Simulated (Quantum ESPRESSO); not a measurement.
# ZrC (Fm-3m) in Quantum ESPRESSO: reference runs

How does ZrC come out in PBEsol? The cell is run as given and disturbed.

All numbers are computed with Quantum ESPRESSO 7.5; they aren't measurements. Logs are shortened: lines on timing, memory, paths and dates and some standing lists are left out, and cuts for length are marked.

### 1 The structure

It takes space group Fm-3m (No. 225, cubic). The conventional cell has a = 4.730 Å, b = 4.730 Å, c = 4.730 Å, α = 90.00°, β = 90.00°, γ = 90.00°. Around Zr (site symmetry m-3m) lie 6 C at 2.37 Å. C (site symmetry m-3m) has 6 Zr at 2.37 Å as nearest neighbours.

### 2 Single point, PBEsol

Input file pw.in:

```
&CONTROL
  calculation = 'scf'
  prefix = 'pwscf'
  outdir = './tmp'
  pseudo_dir = './pseudo'
  tprnfor = .true.
  tstress = .true.
  disk_io = 'low'
/
&SYSTEM
  ibrav = 0
  nat = 2
  ntyp = 2
  ecutwfc = 45
  ecutrho = 360
  nbnd = 14
  occupations = 'smearing'
  smearing = 'fd'
  degauss = 0.00367493
/
&ELECTRONS
  conv_thr = 4d-10
  electron_maxstep = 120
  mixing_beta = 0.5
/
ATOMIC_SPECIES
Zr    91.2240 zr_pbesol_v1.uspp.F.UPF
C     12.0110 c_pbesol_v1.2.uspp.F.UPF
CELL_PARAMETERS angstrom
   0.0000000000    2.3650000000    2.3650000000
   2.3650000000    0.0000000000    2.3650000000
   2.3650000000    2.3650000000    0.0000000000
ATOMIC_POSITIONS crystal
Zr     0.5000000000    0.5000000000    0.5000000000
C      0.0000000000    0.0000000000    0.0000000000
K_POINTS automatic
10 10 10 0 0 0
```

Input file pp_density.in:

```
&INPUTPP
  prefix = 'pwscf'
  outdir = './tmp'
  filplot = 'density.dat'
  plot_num = 0
/
&PLOT
  nfile = 1
  filepp(1) = 'density.dat'
  iflag = 3
  output_format = 6
  fileout = 'density.cube'
/
```

Input file pp_potential.in:

```
&INPUTPP
  prefix = 'pwscf'
  outdir = './tmp'
  filplot = 'potential.dat'
  plot_num = 11
/
&PLOT
  nfile = 1
  filepp(1) = 'potential.dat'
  iflag = 3
  output_format = 6
  fileout = 'potential.cube'
/
```

Potentials or basis: GBRV 1.5 PBEsol.

The run is started by

```console
$ OMP_NUM_THREADS=1 mpirun -n 2 pw.x -nk 2 -in pw.in > pw.out
$ OMP_NUM_THREADS=1 mpirun -n 1 pp.x -in pp_density.in > pp_density.out
$ OMP_NUM_THREADS=1 mpirun -n 1 pp.x -in pp_potential.in > pp_potential.out
```

pw.out:

```text
This program is part of the open-source Quantum ESPRESSO suite
     for quantum simulation of materials; please cite
         "P. Giannozzi et al., J. Phys.:Condens. Matter 21 395502 (2009);
         "P. Giannozzi et al., J. Phys.:Condens. Matter 29 465901 (2017);
         "P. Giannozzi et al., J. Chem. Phys. 152 154105 (2020);
     in publications or presentations arising from this work. More details at

     Message from routine setup:
     using ibrav=0 with symmetry is DISCOURAGED, use correct ibrav instead

     K-points division:     npool     =       2
     Subspace diagonalization in iterative solution of the eigenvalue problem:
     a serial algorithm will be used

     G-vector sticks info
     --------------------
     sticks:   dense  smooth     PW     G-vecs:    dense   smooth      PW
     Sum        1003     499    163                20539     7391    1363

     Using Slab Decomposition

     bravais-lattice index     =            0
     lattice parameter (alat)  =       6.3204  a.u.
     unit-cell volume          =     178.5336 (a.u.)^3
     number of atoms/cell      =            2
     number of atomic types    =            2
     number of electrons       =        16.00
     number of Kohn-Sham states=           14
     kinetic-energy cutoff     =      45.0000  Ry
     charge density cutoff     =     360.0000  Ry
     scf convergence threshold =      4.0E-10
     mixing beta               =       0.5000
     number of iterations used =            8  plain     mixing
     Exchange-correlation= SLA  PW   PSX  PSC
                           (   1   4  10   8   0   0   0)

     celldm(1)=   6.320406  celldm(2)=   0.000000  celldm(3)=   0.000000
     celldm(4)=   0.000000  celldm(5)=   0.000000  celldm(6)=   0.000000

     crystal axes: (cart. coord. in units of alat)
               a(1) = (   0.000000   0.707107   0.707107 )
               a(2) = (   0.707107   0.000000   0.707107 )
               a(3) = (   0.707107   0.707107   0.000000 )

     reciprocal axes: (cart. coord. in units 2 pi/alat)
               b(1) = ( -0.707107  0.707107  0.707107 )
               b(2) = (  0.707107 -0.707107  0.707107 )
               b(3) = (  0.707107  0.707107 -0.707107 )

     PseudoPot. # 1 for Zr read from file:
     zr_pbesol_v1.uspp.F.UPF
     Pseudo is Ultrasoft + core correction, Zval = 12.0
     Generated by new atomic code, or converted to UPF format
     Using radial grid of  887 points,  6 beta functions with:
                l(1) =   0
                l(2) =   0
                l(3) =   1
                l(4) =   1
                l(5) =   2
                l(6) =   2
     Q(r) pseudized with  6 coefficients,  rinner =    1.200   1.200   1.200
                                                       1.200   1.200

     PseudoPot. # 2 for C  read from file:
     c_pbesol_v1.2.uspp.F.UPF
     Pseudo is Ultrasoft + core correction, Zval =  4.0
     Generated by new atomic code, or converted to UPF format
     Using radial grid of  721 points,  4 beta functions with:
                l(1) =   0
                l(2) =   0
                l(3) =   1
                l(4) =   1
     Q(r) pseudized with  8 coefficients,  rinner =    1.100   1.100   1.100

     atomic species   valence    mass     pseudopotential
     Zr               12.00    91.22400     Zr( 1.00)
     C                 4.00    12.01100     C ( 1.00)

     48 Sym. Ops., with inversion, found

   Cartesian axes

     site n.     atom                  positions (alat units)
         1        Zr     tau(   1) = (   0.7071068   0.7071068   0.7071068  )
         2        C      tau(   2) = (   0.0000000   0.0000000   0.0000000  )

     number of k points=    47  Fermi-Dirac smearing, width (Ry)=  0.0037
                       cart. coord. in units 2pi/alat
        k(    1) = (   0.0000000   0.0000000   0.0000000), wk =   0.0020000
        k(    2) = (   0.0707107   0.0707107  -0.0707107), wk =   0.0160000
        k(    3) = (   0.1414214   0.1414214  -0.1414214), wk =   0.0160000
        k(    4) = (   0.2121320   0.2121320  -0.2121320), wk =   0.0160000
        k(    5) = (   0.2828427   0.2828427  -0.2828427), wk =   0.0160000
        k(    6) = (  -0.3535534  -0.3535534   0.3535534), wk =   0.0080000
[... 39 lines left out ...]
        k(   46) = (  -0.0707107  -0.3535534   0.6363961), wk =   0.0480000
        k(   47) = (  -0.7071068   0.2828427   0.0000000), wk =   0.0240000

     Dense  grid:    20539 G-vectors     FFT dimensions: (  40,  40,  40)

     Smooth grid:     7391 G-vectors     FFT dimensions: (  27,  27,  27)

     Initial potential from superposition of free atoms

     starting charge      15.9980, renormalised to      16.0000

     negative rho (up, down):  5.985E-02 0.000E+00
     Starting wfcs are   17 randomized atomic wfcs

     Self-consistent Calculation

     iteration #  1     ecut=    45.00 Ry     beta= 0.50
     Davidson diagonalization with overlap
     ethr =  1.00E-02,  avg # of iterations =  2.4

     negative rho (up, down):  6.117E-02 0.000E+00

     total energy              =    -110.51457826 Ry
     estimated scf accuracy    <       0.56911948 Ry

     iteration #  2     ecut=    45.00 Ry     beta= 0.50
     Davidson diagonalization with overlap
     ethr =  3.56E-03,  avg # of iterations =  2.0

     negative rho (up, down):  6.141E-02 0.000E+00

     total energy              =    -110.67920396 Ry
     estimated scf accuracy    <       0.37396916 Ry

     iteration #  3     ecut=    45.00 Ry     beta= 0.50
     Davidson diagonalization with overlap
     ethr =  2.34E-03,  avg # of iterations =  1.2

     negative rho (up, down):  6.202E-02 0.000E+00

     total energy              =    -110.74002221 Ry
     estimated scf accuracy    <       0.00262269 Ry

     iteration #  4     ecut=    45.00 Ry     beta= 0.50
     Davidson diagonalization with overlap
     ethr =  1.64E-05,  avg # of iterations =  2.6
[... 46 lines left out ...]
     negative rho (up, down):  6.238E-02 0.000E+00

     total energy              =    -110.74046557 Ry
     estimated scf accuracy    <          3.0E-09 Ry

     iteration # 10     ecut=    45.00 Ry     beta= 0.50
     Davidson diagonalization with overlap
     ethr =  1.85E-11,  avg # of iterations =  1.0

     negative rho (up, down):  6.238E-02 0.000E+00

     total energy              =    -110.74046557 Ry
     estimated scf accuracy    <          4.6E-10 Ry

     iteration # 11     ecut=    45.00 Ry     beta= 0.50
     Davidson diagonalization with overlap
     ethr =  2.90E-12,  avg # of iterations =  2.0

     negative rho (up, down):  6.238E-02 0.000E+00

     End of self-consistent calculation

          k = 0.0000 0.0000 0.0000 (   941 PWs)   bands (ev):

   -33.4917 -11.2434 -11.2434 -11.2434   3.3557  15.5152  15.5152  15.5152
    15.6223  15.6223  15.6223  17.3210  17.3210  21.6510

          k = 0.0707 0.0707-0.0707 (   914 PWs)   bands (ev):

   -33.4827 -11.3262 -11.2507 -11.2507   3.5768  14.2046  14.5081  14.5081
    15.9933  15.9933  16.4368  18.4174  18.4174  22.1246

          k = 0.1414 0.1414-0.1414 (   914 PWs)   bands (ev):

   -33.4592 -11.5368 -11.2699 -11.2699   4.1860  12.6260  13.3366  13.3366
    16.6321  16.6321  16.9895  20.2642  20.2642  23.0902

          k = 0.2121 0.2121-0.2121 (   911 PWs)   bands (ev):

   -33.4300 -11.7859 -11.2933 -11.2933   5.0426  11.1173  12.4368  12.4368
    17.5590  17.5590  17.6724  22.1702  22.1702  23.4075

          k = 0.2828 0.2828-0.2828 (   911 PWs)   bands (ev):

   -33.4062 -11.9795 -11.3122 -11.3122   5.9303   9.8785  11.8810  11.8810
    18.5170  18.5170  18.7284  22.2394  23.7831  23.7831

          k =-0.3536-0.3536 0.3536 (   912 PWs)   bands (ev):

   -33.3971 -12.0518 -11.3193 -11.3193   6.3928   9.3076  11.6934  11.6934
    18.9695  18.9695  19.7858  20.9604  24.5281  24.5281

          k = 0.1414-0.0000 0.0000 (   917 PWs)   bands (ev):
[... 99 lines left out ...]
          k =-0.0000-0.4243 0.4243 (   905 PWs)   bands (ev):

   -33.3809 -11.8184 -11.6677 -11.3684   5.6524  10.5283  12.2066  12.2124
    18.0648  18.3590  19.3045  21.0701  24.0090  25.3792

          k = 0.5657-0.0000 0.0000 (   914 PWs)   bands (ev):

   -33.3781 -11.8816 -11.4875 -11.4875   4.6697  11.9090  13.0107  14.4746
    14.4746  18.7480  20.1124  20.1124  22.3073  25.3219

          k =-0.0707-0.6364 0.6364 (   917 PWs)   bands (ev):

   -33.3691 -11.9076 -11.5402 -11.4948   4.7032  12.2426  12.6379  14.1667
    14.8082  19.4821  20.0288  20.0837  22.4224  25.0380

          k = 0.0000-0.5657 0.5657 (   922 PWs)   bands (ev):

   -33.3671 -11.8609 -11.6417 -11.4679   4.9709  11.9416  12.3247  13.4094
    15.5053  19.6075  19.9633  20.9682  22.1130  25.8557

          k =-0.7071 0.0000 0.0000 (   934 PWs)   bands (ev):

   -33.3661 -11.9384 -11.5129 -11.5129   4.5589  12.4758  12.8176  14.6183
    14.6183  18.9333  20.1106  20.1106  22.3857  24.6671

          k = 0.2828 0.1414 0.0000 (   913 PWs)   bands (ev):

   -33.4406 -11.6044 -11.3690 -11.2938   4.5510  11.6395  13.2275  13.2871
    15.7100  18.0334  18.2385  19.1884  21.5340  24.3766

          k = 0.3536 0.2121-0.0707 (   907 PWs)   bands (ev):

   -33.4151 -11.7750 -11.4282 -11.3183   5.1618  10.8792  12.4076  12.7598
    16.3416  18.5376  19.1225  20.3832  22.7510  24.7372

          k =-0.2828-0.4243 0.5657 (   909 PWs)   bands (ev):

   -33.3943 -11.9160 -11.4574 -11.3493   5.7097  10.2568  12.0032  12.3049
    17.1966  18.9647  19.5076  21.8362  23.0394  24.7397

          k =-0.2121-0.3536 0.4950 (   910 PWs)   bands (ev):

   -33.3863 -11.9698 -11.4646 -11.3642   5.9405   9.9963  11.9758  12.0512
    18.0455  18.5620  19.6298  22.4453  23.6095  24.1730

          k = 0.4243 0.1414-0.0000 (   907 PWs)   bands (ev):

   -33.4054 -11.7655 -11.4572 -11.3880   4.9727  11.0822  12.8850  13.2754
    15.3592  18.9412  19.5423  19.9600  22.1505  25.7885

          k =-0.2121-0.4950 0.6364 (   914 PWs)   bands (ev):

   -33.3866 -11.8491 -11.5278 -11.4166   5.2643  11.0228  12.3414  12.8169
    16.0918  19.3628  19.8150  20.7084  22.8277  25.6008

          k =-0.1414-0.4243 0.5657 (   913 PWs)   bands (ev):
[... 9 lines left out ...]
          k = 0.0000-0.2828 0.4243 (   911 PWs)   bands (ev):

   -33.3944 -11.8207 -11.5521 -11.3510   5.4843  10.6291  12.2414  12.3783
    17.0160  19.1824  19.2870  20.4678  23.4651  25.1279

          k =-0.1414-0.5657 0.7071 (   905 PWs)   bands (ev):

   -33.3769 -11.8668 -11.5279 -11.4809   4.8879  11.7659  12.6226  13.4763
    15.3250  19.5210  20.0217  20.0831  22.5513  25.5566

          k =-0.0707-0.4950 0.6364 (   911 PWs)   bands (ev):

   -33.3689 -11.8491 -11.6206 -11.4868   5.0642  11.8491  12.3010  12.9431
    16.0500  19.2805  20.0525  20.8539  22.2771  26.0564

          k = 0.0000-0.4243 0.5657 (   909 PWs)   bands (ev):

   -33.3700 -11.7598 -11.7443 -11.4494   5.3437  11.2708  12.2194  12.5765
    16.9973  18.5826  19.9294  21.6027  22.2811  27.0653

          k =-0.7071 0.1414 0.0000 (   916 PWs)   bands (ev):

   -33.3660 -11.8990 -11.5548 -11.5202   4.7675  12.3926  12.5234  13.5176
    15.3826  19.7602  19.8871  20.1139  22.2903  25.3657

          k =-0.1414-0.4243 0.7071 (   910 PWs)   bands (ev):

   -33.3738 -11.8217 -11.6327 -11.4631   5.3082  11.3182  12.2736  12.4859
    16.9291  18.7133  20.0074  20.8577  22.7680  26.2246

          k =-0.0707-0.3536 0.6364 (   904 PWs)   bands (ev):

   -33.3689 -11.7840 -11.6915 -11.4896   5.3252  11.4422  12.2044  12.4362
    17.7644  17.7961  20.0525  21.7072  21.8248  26.9594

          k =-0.7071 0.2828 0.0000 (   912 PWs)   bands (ev):

   -33.3659 -11.7947 -11.6632 -11.5320   5.1557  12.1736  12.2488  12.2504
    16.9376  18.6017  20.1193  21.0395  21.8265  27.3158

     the Fermi energy is    14.5787 ev

!    total energy              =    -110.74046557 Ry
     estimated scf accuracy    <          9.1E-12 Ry
     smearing contrib. (-TS)   =      -0.00019401 Ry
     internal energy E=F+TS    =    -110.74027156 Ry

     The total energy is F=E-TS. E is the sum of the following terms:
     one-electron contribution =      -8.33537397 Ry
     hartree contribution      =      12.62386181 Ry
     xc contribution           =     -21.25449775 Ry
     ewald contribution        =     -93.77426165 Ry

     convergence has been achieved in  11 iterations

     negative rho (up, down):  6.238E-02 0.000E+00

     Forces acting on atoms (cartesian axes, Ry/au):

     atom    1 type  1   force =     0.00000000    0.00000000   -0.00000000
     atom    2 type  2   force =    -0.00000000    0.00000000   -0.00000000

     Total force =     0.000000     Total SCF correction =     0.000000

     Computing stress (Cartesian axis) and pressure

     negative rho (up, down):  6.238E-02 0.000E+00
          total   stress  (Ry/bohr**3)                   (kbar)     P=      -86.09
  -0.00058523   0.00000000  -0.00000000          -86.09        0.00       -0.00
   0.00000000  -0.00058523   0.00000000            0.00      -86.09        0.00
  -0.00000000   0.00000000  -0.00058523           -0.00        0.00      -86.09

=------------------------------------------------------------------------------=
   JOB DONE.
=------------------------------------------------------------------------------=
```

Wall time 8.6 s (2 MPI ranks of Arm Neoverse V2, shared host); peak memory 0.16 GiB.

Results:

- Free energy: -1506.7008 eV
- Pressure: -8.6 GPa
- Band gap on the k mesh: none (metal or under the smearing width)

(Part 1 of 2 ends here.)
